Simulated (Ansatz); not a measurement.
# TiO2: the cost of one run

Method: DFT PBE, scalar-relativistic, plane waves, PAW, in Ansatz 0.2.0.

## (1) Starting point

Symmetry: P1, No. 1, triclinic system. Conventional cell: a = 2.968 Å, b = 4.708 Å, c = 7.241 Å, α = 88.08°, β = 78.18°, γ = 90.00°. Around Ti (site symmetry 1) lie 6 O at 1.95 to 1.98 Å. Around Ti (site symmetry 1) lie 6 O at 1.96 to 1.97 Å. O (site symmetry 1) is surrounded by 3 Ti at 1.96 Å. O (site symmetry 1) is surrounded by 3 Ti at 1.95 to 1.98 Å. O (site symmetry 1) is surrounded by 3 Ti at 1.97 Å. Only part of the 9 independent sites is listed.

Coordinates:

```cif
data_structure
_symmetry_space_group_name_H-M 'P 1'
_symmetry_Int_Tables_number 1
_cell_length_a 8.9048
_cell_length_b 9.4152
_cell_length_c 7.2412
_cell_angle_alpha 88.082
_cell_angle_beta 78.178
_cell_angle_gamma 89.997
_cell_volume 593.88
loop_
_atom_site_label
_atom_site_type_symbol
_atom_site_fract_x
_atom_site_fract_y
_atom_site_fract_z
_atom_site_occupancy
Ti1 Ti 0.22057 0.26024 0.68450 1
Ti2 Ti 0.22057 0.76024 0.68450 1
Ti3 Ti 0.55390 0.26024 0.68450 1
Ti4 Ti 0.55390 0.76024 0.68450 1
Ti5 Ti 0.88724 0.26024 0.68450 1
Ti6 Ti 0.88724 0.76024 0.68450 1
Ti7 Ti 0.11488 0.24013 0.31696 1
Ti8 Ti 0.11488 0.74013 0.31696 1
Ti9 Ti 0.44821 0.24013 0.31696 1
Ti10 Ti 0.44821 0.74013 0.31696 1
Ti11 Ti 0.78155 0.24013 0.31696 1
Ti12 Ti 0.78155 0.74013 0.31696 1
Ti13 Ti 0.00112 0.00019 0.00070 1
Ti14 Ti 0.00112 0.50019 0.00070 1
Ti15 Ti 0.33446 0.00019 0.00070 1
Ti16 Ti 0.33446 0.50019 0.00070 1
Ti17 Ti 0.66779 0.00019 0.00070 1
Ti18 Ti 0.66779 0.50019 0.00070 1
O1 O 0.18934 0.40765 0.87283 1
O2 O 0.18934 0.90765 0.87283 1
O3 O 0.52268 0.40765 0.87283 1
O4 O 0.52268 0.90765 0.87283 1
O5 O 0.85601 0.40765 0.87283 1
O6 O 0.85601 0.90765 0.87283 1
O7 O 0.07647 0.35150 0.54951 1
O8 O 0.07647 0.85150 0.54951 1
O9 O 0.40980 0.35150 0.54951 1
O10 O 0.40980 0.85150 0.54951 1
O11 O 0.74314 0.35150 0.54951 1
O12 O 0.74314 0.85150 0.54951 1
O13 O 0.30217 0.34592 0.19517 1
O14 O 0.30217 0.84592 0.19517 1
O15 O 0.63550 0.34592 0.19517 1
O16 O 0.63550 0.84592 0.19517 1
O17 O 0.96883 0.34592 0.19517 1
O18 O 0.96883 0.84592 0.19517 1
O19 O 0.03374 0.15448 0.80624 1
O20 O 0.03374 0.65448 0.80624 1
O21 O 0.36708 0.15448 0.80624 1
O22 O 0.36708 0.65448 0.80624 1
O23 O 0.70041 0.15448 0.80624 1
O24 O 0.70041 0.65448 0.80624 1
O25 O 0.25931 0.14886 0.45188 1
O26 O 0.25931 0.64886 0.45188 1
O27 O 0.59264 0.14886 0.45188 1
O28 O 0.59264 0.64886 0.45188 1
O29 O 0.92597 0.14886 0.45188 1
O30 O 0.92597 0.64886 0.45188 1
O31 O 0.14668 0.09272 0.12854 1
O32 O 0.14668 0.59272 0.12854 1
O33 O 0.48001 0.09272 0.12854 1
O34 O 0.48001 0.59272 0.12854 1
O35 O 0.81335 0.09272 0.12854 1
O36 O 0.81335 0.59272 0.12854 1
```

The runs take a perfect supercell of 54 atoms; the defect goes to fractional position (0.189, 0.408, 0.873).

## (2) The perfect supercell

input.yaml reads:

```yaml
crystal:
  lattice:
    - [8.904794, 0.0, 0.0]
    - [0.000416, 9.415214, 0.0]
    - [1.48357, 0.242353, 7.083465]
  atoms:
    - { symbol: Ti, position: [0.220569, 0.260237, 0.684496] }
    - { symbol: Ti, position: [0.220569, 0.760237, 0.684496] }
    - { symbol: Ti, position: [0.553903, 0.260237, 0.684496] }
    - { symbol: Ti, position: [0.553903, 0.760237, 0.684496] }
    - { symbol: Ti, position: [0.887236, 0.260237, 0.684496] }
    - { symbol: Ti, position: [0.887236, 0.760237, 0.684496] }
    - { symbol: Ti, position: [0.11488, 0.24013, 0.31696] }
    - { symbol: Ti, position: [0.11488, 0.74013, 0.31696] }
    - { symbol: Ti, position: [0.448213, 0.24013, 0.31696] }
    - { symbol: Ti, position: [0.448213, 0.74013, 0.31696] }
    - { symbol: Ti, position: [0.781547, 0.24013, 0.31696] }
    - { symbol: Ti, position: [0.781547, 0.74013, 0.31696] }
    - { symbol: Ti, position: [0.001124, 0.000194, 0.000703] }
    - { symbol: Ti, position: [0.001124, 0.500194, 0.000703] }
    - { symbol: Ti, position: [0.334457, 0.000194, 0.000703] }
    - { symbol: Ti, position: [0.334457, 0.500194, 0.000703] }
    - { symbol: Ti, position: [0.667791, 0.000194, 0.000703] }
    - { symbol: Ti, position: [0.667791, 0.500194, 0.000703] }
    - { symbol: O, position: [0.189342, 0.40765, 0.872827] }
    - { symbol: O, position: [0.189342, 0.90765, 0.872827] }
    - { symbol: O, position: [0.522675, 0.40765, 0.872827] }
    - { symbol: O, position: [0.522675, 0.90765, 0.872827] }
    - { symbol: O, position: [0.856009, 0.40765, 0.872827] }
    - { symbol: O, position: [0.856009, 0.90765, 0.872827] }
    - { symbol: O, position: [0.076469, 0.351504, 0.549515] }
    - { symbol: O, position: [0.076469, 0.851504, 0.549515] }
    - { symbol: O, position: [0.409802, 0.351504, 0.549515] }
    - { symbol: O, position: [0.409802, 0.851504, 0.549515] }
    - { symbol: O, position: [0.743136, 0.351504, 0.549515] }
    - { symbol: O, position: [0.743136, 0.851504, 0.549515] }
    - { symbol: O, position: [0.302166, 0.345918, 0.195172] }
    - { symbol: O, position: [0.302166, 0.845918, 0.195172] }
    - { symbol: O, position: [0.635499, 0.345918, 0.195172] }
    - { symbol: O, position: [0.635499, 0.845918, 0.195172] }
    - { symbol: O, position: [0.968832, 0.345918, 0.195172] }
    - { symbol: O, position: [0.968832, 0.845918, 0.195172] }
    - { symbol: O, position: [0.033745, 0.154477, 0.806243] }
    - { symbol: O, position: [0.033745, 0.654477, 0.806243] }
    - { symbol: O, position: [0.367079, 0.154477, 0.806243] }
    - { symbol: O, position: [0.367079, 0.654477, 0.806243] }
    - { symbol: O, position: [0.700412, 0.154477, 0.806243] }
    - { symbol: O, position: [0.700412, 0.654477, 0.806243] }
    - { symbol: O, position: [0.259309, 0.148864, 0.451878] }
    - { symbol: O, position: [0.259309, 0.648864, 0.451878] }
    - { symbol: O, position: [0.592642, 0.148864, 0.451878] }
    - { symbol: O, position: [0.592642, 0.648864, 0.451878] }
    - { symbol: O, position: [0.925975, 0.148864, 0.451878] }
    - { symbol: O, position: [0.925975, 0.648864, 0.451878] }
    - { symbol: O, position: [0.146679, 0.092719, 0.128539] }
    - { symbol: O, position: [0.146679, 0.592719, 0.128539] }
    - { symbol: O, position: [0.480013, 0.092719, 0.128539] }
    - { symbol: O, position: [0.480013, 0.592719, 0.128539] }
    - { symbol: O, position: [0.813346, 0.092719, 0.128539] }
    - { symbol: O, position: [0.813346, 0.592719, 0.128539] }
basis:
  ecutwfc: 420
  fft_grid_basis: typed
kpoints:
  mp_grid: { grid: [2, 1, 2] }
hamiltonian:
  xc: pbe
  pseudopotentials: { kind: paw }
scf:
  occupations: { method: gaussian, width: 0.05 }
output:
  forces: true
  stress: false
  eigenvalues: true
  bader: false
  write_density: true
  volumetric_format: npy
```

Run with:

```console
$ ansatz run input.yaml --threads 8 --pin off --max-ram 16384MiB --backend cpu --events-out ev --progress --plain --runs-dir out
```

Q: Estimate wall time and peak memory on 8 threads of AMD EPYC 9R45 (Zen 5), shared host.

About 2.4 s, with a peak of 3.1 GiB.
